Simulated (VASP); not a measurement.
This VASP 6.6.1 run on GaP needs a look.

The input run.py:

```python
from ase.calculators.vasp import Vasp
from ase.filters import UnitCellFilter
from ase.optimize import BFGS
from ase.spacegroup import crystal

atoms = crystal(
    ['Ga', 'P'],
    basis=[[0.0, 0.0, 0.0], [0.25, 0.25, 0.25]],
    spacegroup=216,
    setting=1,
    cellpar=[5.4505, 5.4505, 5.4505, 90.0, 90.0, 90.0],
    primitive_cell=True,
)
calc = Vasp(
    directory='calc',
    xc='lda',
    pp='LDA',
    setups='materialsproject',
    prec='Accurate',
    encut=600,
    ediff=1e-06,
    ismear=-5,
    sigma=0.05,
    lreal=False,
    lasph=True,
    nelm=88,
    algo='Normal',
    isif=2,
    lwave=False,
    lcharg=False,
    ivdw=2,
    ispin=2,
    magmom=[1.0],
    kpts=[8, 8, 8],
    gamma=True,
)
atoms.calc = calc
opt = BFGS(UnitCellFilter(atoms), trajectory='relax.traj')
converged = opt.run(fmax=0.005, steps=30)
print('converged:', converged)

print('energy (eV):', atoms.get_potential_energy())
print('free energy (eV):', atoms.get_potential_energy(force_consistent=True))
print('forces (eV/A):')
print(atoms.get_forces())
print('stress (eV/A^3, Voigt):', atoms.get_stress())
print('Fermi level (eV):', calc.get_fermi_level())
print('moment (muB):', atoms.get_magnetic_moment())
print('cell (A, degrees):', atoms.cell.cellpar())
print('volume (A^3):', atoms.get_volume())
print('scaled positions:')
print(atoms.get_scaled_positions())
```

Potentials or basis: VASP PAW LDA potentials, release 64 (Ga_d, P).

Launch:

```bash
$ python run.py
```

Output:

```text
Traceback (most recent call last):
  ...
ValueError: Expected length of magmom tag to be 2, i.e. 1 value per atom, but got 1
```

What happened, and what is wrong with the input?

The program refused the input. The input holds a flaw that was put in on purpose: wrong count of starting moments (ISPIN = 2; MAGMOM = 1.0).
